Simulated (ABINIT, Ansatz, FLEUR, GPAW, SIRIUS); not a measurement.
ZnS: band gap by level of theory

The structure is cubic, space group F-43m (No. 216). The conventional cell has a = 5.404 Å, b = 5.404 Å, c = 5.404 Å, α = 90.00°, β = 90.00°, γ = 90.00°. Zn (site symmetry -43m) is surrounded by 4 S at 2.34 Å. S (site symmetry -43m) has 4 Zn at 2.34 Å as nearest neighbours.

```tsv
rung	level	program and potentials	cutoff (eV)	k mesh	task	core time	chip	band gap (eV)	miss (eV)	notes
GGA	PBEsol	Ansatz, PAW datasets made for the crystal	280	6 × 6 × 6	single point	4.9 s	AMD EPYC 7R13 Zen 3	1.97	-1.75	9 valence electrons an atom on average
GGA	AM05	GPAW, PAW data sets generated for this functional	510	6 × 6 × 6	electron localisation function	8.2 s	AMD EPYC 7B13 Zen 3	2.09	-1.63	9 valence electrons an atom on average
GGA	PBEsol	Ansatz, Ansatz PAW (files of its older set among them)	660	9 × 9 × 9	band structure	12 s	Intel Xeon	(a)	?	potentials made for PBE, which Ansatz adapts in part; 13 valence electrons an atom on average
LDA	LDA	Ansatz, all-electron LAPW, scalar-relativistic	-	9 × 9 × 9	band structure	15 s	AMD EPYC 7R43 Zen 3	1.86	-1.86	-
GGA	PBEsol	Ansatz, JTH PAW	1080	9 × 9 × 9	band structure	16 s	Intel Xeon	1.96	-1.76	potentials made for PBE; 9 valence electrons an atom on average
non-local van der Waals functional	C09-vdW	GPAW, GPAW PAW data sets (gpaw-data 1.2.1)	600	7 × 7 × 7	band structure	27 s	Intel Xeon Platinum 8488C Sapphire Rapids	2.07	-1.65	potentials made for PBE; 9 valence electrons an atom on average
non-local van der Waals functional	vdW-DF	GPAW, GPAW PAW data sets (gpaw-data 1.2.1)	600	7 × 7 × 7	band structure	30 s	Intel Xeon Platinum 8488C Sapphire Rapids	2.31	-1.41	potentials made for PBE; 9 valence electrons an atom on average
GGA	BP86	GPAW, PAW data sets generated for this functional	600	7 × 7 × 7	band structure	40 s	Intel Xeon Platinum 8488C Sapphire Rapids	2.05	-1.67	9 valence electrons an atom on average
GGA	PBEsol	ABINIT, JTH PAW PBE v2.0	544	12 × 12 × 12	single point	54 s	Intel Xeon 6975P-C Granite Rapids	1.96	-1.76	potentials made for PBE; 9 valence electrons an atom on average
LDA	LDA	ABINIT, JTH PAW LDA v2.0	544	12 × 12 × 12	single point	70 s	Intel Xeon Platinum 8488C Sapphire Rapids	(b)	?	9 valence electrons an atom on average
LDA	LDA	FLEUR, all-electron, FLAPW	-	9 × 9 × 9	band structure	2.3 min	Intel Xeon Platinum 8223CL Skylake/Cascade Lake	1.86	-1.86	-
meta-GGA	M06-L	GPAW, GPAW PAW data sets (gpaw-data 1.2.1)	600	7 × 7 × 7	band structure	3.2 min	Arm Neoverse V2	2.47	-1.25	potentials made for PBE; 9 valence electrons an atom on average
LDA	LDA	ABINIT, PseudoDojo NC SR LDA v0.4 stringent	980	9 × 9 × 9	band structure	3.2 min	Intel Xeon Platinum 8488C Sapphire Rapids	1.86	-1.86	13 valence electrons an atom on average
GGA	PBEsol	SIRIUS, PseudoDojo 0.4.1 PBE standard (scalar relativistic)	1152	4 × 4 × 4	band structure	3.3 min	Intel Xeon Platinum 8488C Sapphire Rapids	1.93	-1.79	coarse mesh; potentials made for PBE; 13 valence electrons an atom on average
LDA	LDA	SIRIUS, PseudoDojo 0.4.1 PBE standard (scalar relativistic)	1152	4 × 4 × 4	band structure	3.5 min	Intel Xeon Platinum 8488C Sapphire Rapids	1.73	-1.99	coarse mesh; potentials made for PBE; 13 valence electrons an atom on average
```

Times are single runs on shared hosts and different chips, so they are rough; meshes, cutoffs and the tasks' sizes weigh on the time. All rows: no spin polarisation. Gaps are the least found on the k mesh or the band path, and a mesh can miss the band edges. The cell comes from a database and isn't always the measured one. Meshes differ between rows, which moves values too. All levels ran on this one cell, unrelaxed unless noted. Meshes are those of the run's cell of 2 atoms unless a note names another. Misses use the values as printed. Runs on faulty files, with rough fits or with known faults for this quantity aren't shown. No row holds spin-orbit coupling.

Measured: 3.72 eV at 300 K (a printed reference work). The runs are for a static lattice.

**Question.** Estimate the values left out from the other rows.

**Answer.** (a) 1.98 eV, miss -1.74; (b) 1.84 eV, miss -1.88.
